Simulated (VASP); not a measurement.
## From an Ansatz input to VASP: C (diamond)

Ansatz input

```yaml
crystal:
  lattice:
    - [0.0, 1.7801241425, 1.7801241425]
    - [1.7801241425, 0.0, 1.7801241425]
    - [1.7801241425, 1.7801241425, 0.0]
  atoms:
    - { symbol: C, position: [0.0, 0.0, 0.0] }
    - { symbol: C, position: [0.25, 0.25, 0.25] }
kpoints:
  mp_grid: { grid: [12, 12, 12] }
  band_path:
    path:
      - [0.0, 0.0, 0.0]
      - [0.5, 0.0, 0.5]
      - [0.625, 0.25, 0.625]
      - [0.375, 0.375, 0.75]
      - [0.5, 0.5, 0.5]
      - [0.5, 0.25, 0.75]
      - [0.0, 0.363281, 0.363281]
    npoints: 1
hamiltonian:
  xc: r2scan
scf:
  occupations: { method: fixed }
  n_extra_bands: 4
output:
  forces: true
  stress: true
  eigenvalues: true
```

Q: Write VASP inputs for this cell and level of theory.

A: 

INCAR

```
LWAVE = .FALSE.
IBRION = -1
METAGGA = R2SCAN
LREAL = .FALSE.
PREC = Accurate
EDIFF = 1E-7
NSW = 0
NELM = 120
ISMEAR = 0
NBANDS = 11
SIGMA = 0.01
ENCUT = 520
ALGO = Normal
ISIF = 2
LCHARG = .TRUE.
LELF = .TRUE.
LASPH = .TRUE.
```

KPOINTS

```
KPOINTS created by Atomic Simulation Environment
0
Gamma
12 12 12
0 0 0
```

KPOINTS_OPT

```
special points
7
Reciprocal
0.0000000000 0.0000000000 0.0000000000 1
0.5000000000 0.0000000000 0.5000000000 1
0.6250000000 0.2500000000 0.6250000000 1
0.3750000000 0.3750000000 0.7500000000 1
0.5000000000 0.5000000000 0.5000000000 1
0.5000000000 0.2500000000 0.7500000000 1
0.0000000000 0.3632810000 0.3632810000 1
```

POSCAR

```
C
 1.0000000000000000
     0.0000000000000000    1.7801241425321852    1.7801241425321852
     1.7801241425321852    0.0000000000000000    1.7801241425321852
     1.7801241425321852    1.7801241425321852    0.0000000000000000
 C
   2
Cartesian
  0.0000000000000000 -0.0000000000000000  0.0000000000000000
  0.8900620712660925  0.8900620712660925  0.8900620712660925
```

VASP ran with the recommended PBE PAW datasets (8 valence electrons in the cell). Other inputs would serve too.

```tsv
	Ansatz	VASP
gap between bands v and c	4.36 eV	4.33 eV
least direct gap	5.90 eV	5.85 eV
pressure	0.0 GPa	1.1 GPa
```

The two codes use different PAW datasets and cutoffs. VASP's cell holds 8 valence electrons and Ansatz's 8. Ansatz's stress includes a Pulay correction; VASP's doesn't.
